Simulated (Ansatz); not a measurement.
Input and command of a calculation in Ansatz (plane waves; scalar-relativistic PAW potentials unless the input names others):

```yaml
crystal:
  lattice:
    - [0.0, 2.37816, 2.202]
    - [2.37816, 0.0, 2.202]
    - [2.37816, 2.37816, 0.0]
  atoms:
    - { symbol: Li, position: [0.0, 0.0, 0.0] }
basis:
  ecutwfc: 420
kpoints:
  mp_grid: { grid: [18, 18, 18] }
hamiltonian:
  xc: pbe
  dispersion: d3bj
scf:
  occupations: { method: gaussian, width: 0.15 }
  max_iter: 75
output:
  forces: true
  eigenvalues: true
  stress: true
total_charge: 0.5
```

```bash
ansatz run input.yaml --threads 1 --pin off --max-ram 1228MiB --backend cpu --events-out ev --progress --plain --runs-dir out
```

Abridged log:
```
Basis set: ecut = 420 eV, 515 PW (Γ), exchange–correlation on 48×48×48 points (8 copies of the dense FFT grid, shifted against one another)
Bands: 6, of which v1, the nominal top of the filled ones, is band 1 counted from 1 (0 counted from 0)
Symmetry: 16 space group operations
k-points: 480 of 5832
SCF iter   1: F=—  HF=-204.102709 eV  |F-HF|=—  |Δ(HF+E_count)|=         —  Δρ=9.31e-2  dr2=1.33e0  ethr=1.77e-3  ⟨swp⟩=4.5  Hψ=24225  notcnv=0
SCF iter   2: F=—  HF=-205.021559 eV  |F-HF|=—  |Δ(HF+E_count)|=   9.19e-1  Δρ=4.48e-2  dr2=3.09e-1  ethr=1.77e-3  ⟨swp⟩=3.0  Hψ=9267  notcnv=0  defer=281
SCF iter   3: F=—  HF=-204.966047 eV  |F-HF|=—  |Δ(HF+E_count)|=   5.55e-2  Δρ=1.47e-3  dr2=1.51e-4  ethr=1.77e-3  ⟨swp⟩=2.5  Hψ=5451  notcnv=0  defer=281
SCF iter   4: F=—  HF=-204.965555 eV  |F-HF|=—  |Δ(HF+E_count)|=   4.91e-4  Δρ=1.62e-4  dr2=3.35e-6  ethr=6.04e-6  ⟨swp⟩=2.0  Hψ=3220  notcnv=0  defer=281
SCF iter   5: F=—  HF=-204.965556 eV  |F-HF|=—  |Δ(HF+E_count)|=   3.50e-7  Δρ=1.87e-5  dr2=4.30e-8  ethr=1.34e-7  ⟨swp⟩=2.0  Hψ=3498  notcnv=0  defer=281
SCF iter   6: F=-204.965556 eV  HF=-204.965556 eV  |F-HF|=2.88e-10  |Δ(HF+E_count)|=   1.45e-7  Δρ=1.12e-6  dr2=1.59e-10  ethr=1.72e-9  ⟨swp⟩=6.0  Hψ=17258  notcnv=0
SCF 1 converged in 6 iterations: F = -204.965556 eV  dr2 = 1.59e-10
SCF converged after 6 iterations
Free energy (F): -204.965556 eV
Harris-Foulkes:  -204.965556 eV  (|F-HF|=2.88e-10)
Internal energy: -204.961732 eV  (E = F + TS)
E sigma→0 (E₀):  -204.963644 eV
Entropy (-TS):   -0.003823 eV (-3.823 meV/atom)
Fermi energy:    0.281343 eV
  E_disp       = -0.138050  (pairwise vdW)
--- Forces (eV/Å), atoms counted from 1 ---
  atom   1  Li     0.00000000     0.00000000     0.00000000
--- Stress (GPa, compression-positive) ---
        9.904999       0.000000       0.000000
        0.000000       9.904999       0.000000
        0.000000       0.000000       9.981459
  P = ⅓ Tr σ = 9.9305 GPa (99.305 kbar)
```

Task: Find the fault.

Result: The fault is a net charge on a solid that should be neutral, 0.5 electrons a cell too few, offset by a uniform background, so that energy and pressure hang on that convention (total_charge: not typed → 0.5, the first being the value of the sound run). Setting it back cures it. The run converged all the same, with a total energy on another zero, pressure 9.93 GPa (with the neutralising background of the charged cell), largest force 0.000 eV/Å, no gap on the mesh, so convergence alone doesn't show that an input is right. A reference run from the same start on usual settings converged with pressure -2.91 GPa, largest force 0.000 eV/Å, no gap on the mesh.